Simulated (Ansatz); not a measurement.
Input of an Ansatz 0.2.0 run:

File input.yaml:

```yaml
crystal:
  lattice:
    - [4.8126997814, 0.0, 0.0]
    - [0.0, 4.87188446, 0.0]
    - [-0.8628854487, 0.0, 4.9665942755]
  atoms:
    - { symbol: Ti, position: [0.27743526, 0.05280836, 0.21314827] }
    - { symbol: Ti, position: [0.72256474, 0.55280836, 0.28685173] }
    - { symbol: Ti, position: [0.72256474, 0.94719164, 0.78685173] }
    - { symbol: Ti, position: [0.27743526, 0.44719164, 0.71314827] }
    - { symbol: O, position: [0.06383822, 0.17696552, 0.85155674] }
    - { symbol: O, position: [0.93616178, 0.67696552, 0.64844326] }
    - { symbol: O, position: [0.93616178, 0.82303448, 0.14844326] }
    - { symbol: O, position: [0.06383822, 0.32303448, 0.35155674] }
    - { symbol: O, position: [0.44536099, 0.75763174, 0.46677186] }
    - { symbol: O, position: [0.55463901, 0.25763174, 0.03322814] }
    - { symbol: O, position: [0.55463901, 0.24236826, 0.53322814] }
    - { symbol: O, position: [0.44536099, 0.74236826, 0.96677186] }
hamiltonian:
  xc: pbe
  pseudopotentials: { kind: paw }
kpoints:
  mp_grid: { grid: [5, 5, 5] }
scf:
  occupations: { method: fermi_dirac, width: 0.05 }
output:
  forces: true
  stress: true
  eigenvalues: true
  write_density: true
  write_potential: true
  elf: true
  volumetric_format: npy
relax:
  f_tol: 0.01
  max_steps: 40
  cell: { stress_tol: 0.05, p_target: 5.0 }
```

Potentials or basis: Ansatz PAW.

Launch:

```bash
$ ansatz run input.yaml --threads 4 --pin off --max-ram 11264MiB --backend cpu --events-out ev --progress --plain --runs-dir out
```

(1) Predict the band gap on the k mesh.

(2) Estimate the space group after relaxing (to 0.05 Å).

Answers

(1) 2.32 eV, indirect (least direct gap 2.38 eV).

(2) P2_1/c (No. 14).

Caveat: odd divisions of the mesh miss points on the zone boundary, where band edges often lie, so the gap on the mesh can be too wide; the plane-wave basis is chosen anew once the cell has moved, so the energies of steps on either side of that aren't comparable.
